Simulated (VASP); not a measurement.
Input of a VASP 6.6.1 run:

INCAR

```
SYSTEM = AlN
PREC     = Accurate       ! precision mode
ENCUT    = 520            ! plane-wave cutoff, eV
EDIFF    = 1E-6           ! SCF threshold, eV
ISMEAR   = 0              ! smearing method
SIGMA    = 0.03           ! smearing width, eV
LREAL    = .FALSE.        ! projectors in reciprocal space
LASPH    = .TRUE.         ! aspherical terms in the spheres
NELM     = 80             ! most SCF steps
ALGO     = Fast           ! electronic algorithm
ISIF     = 2              ! what is computed and relaxed
LWAVE    = .FALSE.        ! write WAVECAR
LCHARG   = .FALSE.        ! write CHGCAR
```

Contents of KPOINTS:

```
Automatic mesh
0
G
  12 12 6
  0 0 0
```

File POSCAR:

```
AlN                                     
1.0
    3.1131018734      0.0000000000     -0.0000000000
   -1.5565509367      2.6960253069      0.0000000000
   -0.0000000000      0.0000000000      4.9818131039
  Al              N             
     2     2
Direct
     0.3333333332999970    0.6666666667000030    0.9989855796471589
     0.6666666667000030    0.3333333332999970    0.4989855796471589
     0.3333333332999970    0.6666666667000030    0.3810144203528436
     0.6666666667000030    0.3333333332999970    0.8810144203528436
```

File KPOINTS_OPT:

```
explicit points
168
Reciprocal
 0.0000000000  0.0000000000  0.0000000000 1
 0.0555555556  0.0000000000  0.0000000000 1
 0.1111111111  0.0000000000  0.0000000000 1
 0.1666666667  0.0000000000  0.0000000000 1
 0.2222222222  0.0000000000  0.0000000000 1
 0.2777777778  0.0000000000  0.0000000000 1
[... 160 lines left out ...]
 0.5000000000  0.0000000000  0.0277462800 1
 0.5000000000  0.0000000000 -0.0277462800 1
```

Potentials or basis: VASP PAW LDA potentials, release 64 (Al, N).

Run with:

```sh
$ cat potpaw_LDA.64/Al/POTCAR potpaw_LDA.64/N/POTCAR > POTCAR
$ mpirun -np 1 vasp_std > vasp.out
```

Task: Predict the largest force.

Result: 0.011 eV/Å.

Task: Estimate the band gap along the path.

Result: 4.21 eV, direct.

Task: Predict the pressure.

Result: -4.2 GPa.

Stress tensor (GPa, compression positive):
```
-4.31  0.00  0.00
 0.00 -4.31  0.00
 0.00  0.00 -3.99
```

**What was measured.**

From “Structural and optical properties of self-assembled AlN nanowires grown on SiO2/Si substrates by molecular beam epitaxy”, 2024, arxiv:2402.00216, for a bulk crystal of AlN at 0 K: band gap 6.0343 eV (an exciton energy, a little under the gap).

A measured gap of AlN is 6.0343 eV (an exciton energy, a little under the gap; 0 K; quoted in “Structural and optical properties of self-assembled AlN nanowires grown on SiO2/Si substrates by molecular beam epitaxy”, 2024, arxiv:2402.00216); the calculated 4.21 eV misses it by -1.82 eV. 2 values of this kind are on record (6.034 to 6.0343 eV); this one was drawn at random. The value is that of LDA, without temperature or zero-point motion. Semilocal functionals fall short of measured gaps as a rule.
